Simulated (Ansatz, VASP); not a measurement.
# Cd in VASP and in Ansatz

File INCAR:

```
ALGO = Normal
EDIFF = 1E-7
ENCUT = 520
GGA = PE
ISIF = 2
ISMEAR = 0
LASPH = T
LCHARG = F
LREAL = F
LWAVE = F
NBANDS = 19
NELM = 60
PREC = Accurate
SIGMA = 0.1
```

KPOINTS

```
k-points
0
Gamma
  6 6 4
```

POSCAR

```
Cd
1.0
    2.9481049582     -0.1202820255     -0.1425491597
   -1.5782197688      2.3907700393     -0.1847475081
   -0.2688236186     -0.5575060242      6.0273048809
Cd
2
Direct
    0.3333333333      0.6666666667      0.2500000000
    0.6666666667      0.3333333333      0.7500000000
```

Input for Ansatz:

```yaml
crystal:
  lattice:
    - [2.9481049582, -0.1202820255, -0.1425491597]
    - [-1.5782197688, 2.3907700393, -0.1847475081]
    - [-0.2688236186, -0.5575060242, 6.0273048809]
  atoms:
    - { symbol: Cd, position: [0.3333333333, 0.6666666667, 0.25] }
    - { symbol: Cd, position: [0.6666666667, 0.3333333333, 0.75] }
basis:
  ecutwfc: 480
kpoints:
  mp_grid: { grid: [6, 6, 4] }
hamiltonian:
  xc: pbe
scf:
  occupations: { method: gaussian, width: 0.1 }
output:
  forces: true
  stress: true
  eigenvalues: true
```

Alike in both runs: task single point; functional PBE; k mesh 6 × 6 × 4; occupations gaussian, width 0.1 eV; no spin polarisation.

|  | VASP | Ansatz |
| --- | --- | --- |
| version | VASP 6.6.1 | Ansatz 0.2.0 |
| potentials or method | VASP PAW PBE potentials, release 64 (Cd) | scalar-relativistic, plane waves, PAW |
| plane-wave cutoff (eV) | 520 | 480 |
| valence electrons in the cell | 24 | 40 |

VASP gave:

```
gap on the k mesh at the Fermi level (eV)       : none
pressure (GPa)                                  : 13.0
largest component of the traceless stress (GPa) : 9.08
rms of the force components (eV/Å)              : 0.051
```

**Question.** Which values does Ansatz return?

**Answer.** gap on the k mesh at the Fermi level (eV): none; pressure (GPa): 12.4; largest component of the traceless stress (GPa): 8.74; rms of the force components (eV/Å): 0.049.

Atom by atom the forces differ by 0.001 eV/Å (rms over components). A gap of «none» marks a metal or a gap that the smearing closes. The two sets of potentials don't hold the same shells in valence.

Caveats: the k mesh is coarse (spacing up to 0.46 Å⁻¹), so the values aren't converged.
